Before a band plot of a simple metal is computed, it is worth asking whether the levels of interest can be had with a pencil. For body-centred cubic aluminium the answer depends on the energy window. Within a few eV of the Fermi energy, a free-electron formula comes within about 0.1 eV of a density-functional calculation, once two corrections have been taken from that calculation. Higher up it goes wrong by several eV.

Kohn–Sham levels of body-centred cubic aluminium, counted from the Fermi energy, calculated with exciting (release sodium) using PBEsol-D2 and all-electron LAPW+lo. The calculation is collinear spin-polarized, without spin–orbit coupling, on a 12×12×12 k mesh with Gaussian smearing of 0.05 eV.

```
row  level point (row)  level under 4 (eV)  level under 3 (eV)  level under 2 (eV)  level under 1 (eV)  level over 1 (eV)  level over 2 (eV)  level spin
  1                  1              -64.67              -64.67              -64.67              -11.27             13.433             13.433          up
  2                  1              -64.67              -64.67              -64.67              -11.27             13.433             13.433        down
  3                  2              -64.69               -1.00               -1.00               -1.00              0.538             22.182          up
  4                  2              -64.69               -1.00               -1.00               -1.00              0.538             22.182        down
  5                  3              -64.69              -64.69              -64.69               -1.50              2.277              2.277          up
  6                  3              -64.69              -64.69              -64.69               -1.50              2.278              2.278        down
  7                  4                 n/a              -64.69              -64.69              -64.69              1.924              1.924          up
  8                  4                 n/a              -64.69              -64.69              -64.69              1.924              1.924        down
```

Energies are counted from the Fermi energy, and "level under 1" is the nearest filled level. Level points 1 to 4 are Γ, P, a point five sixths of the way from Γ to H, and H itself. The metal came out nonmagnetic, so the up and down rows are the same result twice. One entry is a trap: at H no valence level is filled, and "level under 1" there is the aluminium 2p shell. The lowest valence level at H is therefore the first empty one, at 1.924 eV.

The estimate starts from an electron that feels no lattice at all. Its wave vector is measured in units of 2π/a, where a is the edge of the cube, and its length in these units is called q. The energy is then E0 q², with

E0 = (ħ²/2m)(2π/a)²

The volume of 16.12 Å³ per atom, with two atoms in the cube, gives a = 3.18 Å and E0 = 14.85 eV, or 15 eV for work in the head.

The Fermi energy follows from counting. The cube holds six valence electrons, and a sphere of radius qF holds two electrons for each unit of its volume. Setting 2 × (4π/3) qF³ equal to 6 gives qF² = 0.80. The bare rule is therefore

E ≈ 15 eV × (q² − 0.80)

It needs only the volume and the number of valence electrons.

In a crystal, one k point stands for many waves. Their wave vectors differ by reciprocal-lattice vectors, which for this lattice are triples of whole numbers with an even sum, such as (1,1,0) or (2,0,0). A wave that is alone at its energy keeps nearly its free-electron value. Waves of equal q² are mixed by the lattice even when it is weak, and their common level splits. Two coupling energies suffice here: W1 for waves that differ by a vector of type (1,1,0), and W2 for type (2,0,0).

The splitting pattern is that of a simpler system, a cluster of identical atoms with one s orbital each. At P the four shortest wave vectors point to the corners of a tetrahedron, and at H six of them point to the corners of an octahedron. Four equal orbitals on a tetrahedron give one level and a group of three, and so do the four waves. The likeness covers the counting of levels and the ratios of their shifts. It does not fix the size or the sign of the coupling, which belong to the metal.

Row 3, the point P, shows the pattern at work. The four waves are (½,½,½) and its three partners with two signs reversed, so q² = 0.75 and the bare rule puts them at −0.75 eV. Each wave is coupled to the three others by W1. The combination with equal amplitudes is shifted by +3 W1, and the three combinations whose amplitudes add up to zero are shifted by −W1. The table has just this order, with three equal levels below a single one.

The distance between the group and the single level must be 4 W1. The table gives 0.538 + 1.00 = 1.54 eV, hence W1 = 0.38 eV. The estimates for row 3 become

three levels: −0.75 − 0.38 = −1.13 eV
one level: −0.75 + 3 × 0.3845 = 0.40 eV

This row was used to find W1, so its splitting is no test. The position of the whole group is one, and it comes out 0.13 eV too low.

The second constant comes from H. The waves (1,0,0) and (−1,0,0) differ by (2,0,0), and their difference is a standing wave shifted by −W2. The three axes give three such levels. The bare rule puts the six waves at 2.96 eV, and identifying the lowest computed level with this triplet gives W2 = 1.04 eV.

Both constants are positive, and this tells which kind of state lies lower. The combinations that are pushed down vanish at the nucleus, like a p orbital, while the equal-amplitude combination at P is large there, like an s orbital. Pseudopotential theory supplies the reason. A valence electron must stay orthogonal to the core shells, which acts as a repulsion close to the nucleus and offsets much of the ion's attraction. For the lattice vectors that matter here, a small net repulsion is left.

Row 5 took no part in finding the constants, so it is the fairer example. Its shortest wave vector is (5/6,0,0), with q² = 25/36. The next waves lie about 5 eV higher, and their small downward push on this one is neglected:

14.85 × (25/36 − 0.8005) = −1.57 eV

The computed level is −1.50 eV, which makes the estimate 0.07 eV too deep.

The next waves at this point are (−1/6,±1,0) and (−1/6,0,±1), with q² = 37/36. Two of their combinations are differences of two waves separated by a vector of type (2,0,0), as at H, and are lowered by W2:

14.85 × (37/36 − 0.8005) − 1.04 = 2.34 eV

The table has a pair of equal levels at 2.28 eV. Because W2 was taken from nearby H, this agreement mainly tests how the level moves between the two points. It also supports the choice made at H: had the lowest level there been the other candidate, a pair of different symmetry, the same model would put the equal levels of row 5 at 3.64 eV.

The same reasoning serves for a neighbouring point on the line. Going from row 5 to H, q² of these waves drops by 1/36, so the pair should sink by about 0.4 eV. The computed drop is 2.277 − 1.924 = 0.35 eV.

Over the table, the bare rule misses the first empty levels near the Fermi energy by up to 1.3 eV, enough to put the single level at P on the wrong side of it. With the two couplings, the valence levels at P and in row 5 are met to within 0.13 eV. The bottom of the band at Γ is the exception. The rule puts it at −11.9 eV and the calculation at −11.27 eV, about 5% shallower. The program output after this text lists the estimates row by row.

A third constant mends this. If the slope is chosen to match the bottom at Γ, E0 drops to 14.1 eV, and W2 has to be taken anew from H. The levels at P and in row 5 are then met to within 0.1 eV. For quick work 14 is thus a better number than 15, but it is a calibration on this one metal at this one volume.

The range ends well above the Fermi energy. At Γ the first empty level should lie at 17.8 eV, but the calculation has it at 13.4 eV. Twelve waves share q² = 2 there, and the rule gives only the centre of their group, while the table shows its lower edge. The couplings W1 and W2 would put that edge about 2 eV below the centre, which is only about half of the miss. Couplings left out here and aluminium's empty 3d states may account for the rest, which the table does not test. At P the second empty level lies almost 7 eV below its estimate.

The range also ends at the core. The 2p levels stay near −64.7 eV at each of the four points, because their electrons are bound to single atoms and hardly notice the wave vector. A formula built on q² has no hold on them. Nor are these Kohn–Sham levels measured binding energies, which are several eV larger.

One question stays open at the bottom of the band. The shallower level at Γ may belong to a band that is squeezed evenly, as the calibrated slope assumes, or to something particular to the s-like state at Γ. Levels at a few points between Γ and row 5 would decide it: an even squeeze would keep them on a straight line against q², with a slope near 14 eV.

Numerical output:

```
cube edge a (angstrom): 3.183
energy unit E0 (eV): 14.85
free-electron Fermi energy in units of E0: 0.8005
W1 from the splitting at P (eV): 0.3845
W2 from the lowest level at H (eV): 1.038
lowest valence level (eV):
  row      q2  bare rule  with splitting  computed      miss
    1       0     -11.89          -11.89    -11.27   -0.6161
    2       0     -11.89          -11.89    -11.27   -0.6161
    3    0.75    -0.7497          -1.134        -1   -0.1342
    4    0.75    -0.7497          -1.134        -1   -0.1342
    5  0.6944     -1.575          -1.575      -1.5  -0.07461
    6  0.6944     -1.575          -1.575      -1.5  -0.07461
    7       1      2.962           1.924     1.924         0
    8       1      2.962           1.924     1.924         0
first empty level (eV):
  row     q2  bare rule  with splitting  computed     miss
    1      2      17.81           17.81     13.43    4.378
    2      2      17.81           17.81     13.43    4.378
    3   0.75    -0.7497          0.4038     0.538  -0.1342
    4   0.75    -0.7497          0.4038     0.538  -0.1342
    5  1.028      3.375           2.336     2.277  0.05946
    6  1.028      3.375           2.336     2.278  0.05846
    7      1      2.962           1.924     1.924        0
    8      1      2.962           1.924     1.924        0
largest miss of the bare rule for first empty levels within 5 eV of the Fermi energy (eV): 1.288
computed depth at Gamma as percentage of the free-electron depth (%): 94.82
next-order lattice push on the bottom at Gamma, rough (eV): -0.1687
pair at the third point if the lowest level at H were the pair (eV): 3.644
slope calibrated at Gamma (eV): 14.08
calibrated slope, miss of the lowest level at P (eV): -0.09532
calibrated slope, miss of the lowest level at the third point (eV): 0.007016
calibrated slope, miss of the pair at the third point (eV): 0.03808
bare rule for the second empty level at P (eV): 28.95
its miss (eV): 6.766
```
